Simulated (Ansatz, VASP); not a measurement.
## Two plane-wave programs on Si3Mo

```
CELL_PARAMETERS angstrom
5.04530 0.00000 0.00000
0.00000 5.04530 0.00000
0.00000 0.00000 5.04530
ATOMIC_POSITIONS crystal
Si 0.25000 0.00000 0.50000
Si 0.50000 0.75000 0.00000
Si 0.75000 0.00000 0.50000
Si 0.50000 0.25000 0.00000
Si 0.00000 0.50000 0.75000
Si 0.00000 0.50000 0.25000
Mo 0.00000 0.00000 0.00000
Mo 0.50000 0.50000 0.50000
```

Change from the starting cell: species swapped into the Ta3Au type (Pm-3n, No. 223).

Alike in both runs: task single point; functional PBE; k mesh 4 × 4 × 4; occupations gaussian, width 0.1 eV; no spin polarisation.

|  | VASP | Ansatz |
| --- | --- | --- |
| version | VASP 6.6.1 | Ansatz 0.2.0 |
| potentials or method | VASP PAW PBE potentials, release 64 (Si, Mo_sv) | scalar-relativistic, plane waves, PAW |
| plane-wave cutoff (eV) | 520 | 420 |
| valence electrons in the cell | 52 | 52 |

```tsv
	VASP	Ansatz	Ansatz less VASP
gap on the k mesh at the Fermi level (eV)	none	none	-
pressure (GPa)	-16.9	-16.9	-0.05
```

A gap of «none» marks a metal or a gap that the smearing closes.

Caveats: so large a pressure means that the cell lies far from this level's equilibrium, or that cutoff or potentials fall short (VASP).
